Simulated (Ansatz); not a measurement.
Crystal: SiO2 (Cristobalite).

```
CELL_PARAMETERS angstrom
4.98200 0.00000 0.00000
0.00000 4.98200 0.00000
0.00000 0.00000 6.96300
ATOMIC_POSITIONS crystal
Si 0.79897 0.20103 0.75000
Si 0.70103 0.70103 0.50000
Si 0.20103 0.79897 0.25000
Si 0.29897 0.29897 0.00000
O 0.10347 0.23989 0.82187
O 0.26011 0.60347 0.07187
O 0.89653 0.76011 0.32187
O 0.73989 0.39653 0.57187
O 0.60347 0.26011 0.92813
O 0.76011 0.89653 0.67813
O 0.39653 0.73989 0.42813
O 0.23989 0.10347 0.17813
```

| Property | Result |
| --- | --- |
| Program | Ansatz 0.2.0 |
| Task | single point |
| Functional | PBE |
| Potentials or basis | all-electron LAPW, scalar-relativistic |
| Cutoff | 560 eV (chosen from the basis error) |
| Basis error allowed | 0.001 eV/atom |
| k mesh | 6 × 6 × 4 |
| Occupations | fermi-dirac, width 0.05 eV |
| Spin | no spin polarisation |

On this cell: pressure 6.3 GPa; largest force 0.410 eV/Å; band gap on the k mesh 5.77 eV, direct.

The same run follows on a disturbed copy (atoms moved at random, drawn with an rms of 0.05 Å):

```
Si O
1.0
     4.98200    0.00000    0.00000
     0.00000    4.98200    0.00000
     0.00000    0.00000    6.96300
Si O
4 8
Direct
  0.80042 0.20047 0.74724
  0.69395 0.70557 0.50121
  0.21169 0.80140 0.24797
  0.29882 0.29123 0.99826
  0.09898 0.23574 0.82586
  0.26899 0.61283 0.06320
  0.90462 0.75964 0.31632
  0.73545 0.39522 0.57246
  0.60393 0.26144 0.92477
  0.76348 0.89984 0.67801
  0.39355 0.73317 0.41843
  0.24359 0.11350 0.17800
```

Task: What does the disturbed cell give?

Result: The energy moves by +33.9 meV/atom; pressure 6.8 GPa; largest force 3.910 eV/Å; band gap on the k mesh 5.63 eV, direct.

Forces on the atoms (eV/Å):
```
Si  -0.296  0.636  0.942
Si   1.885 -0.808 -1.492
Si  -2.481  0.549 -2.971
Si   0.894  2.945 -0.325
O    0.199 -0.162 -0.950
O    0.086 -0.826 -0.407
O   -1.578 -0.118  1.263
O   -0.252  1.091 -1.083
O   -0.056 -0.137  0.338
O   -0.333 -1.248 -0.327
O    2.208 -0.441  3.053
O   -0.277 -1.481  1.958
```

Stress tensor (GPa, compression positive):
```
 7.01 -0.21  4.16
-0.21  4.19 -1.58
 4.16 -1.58  9.11
```

Caveats: the cell was measured hot, at 340 K.

A k mesh can miss the band edges.
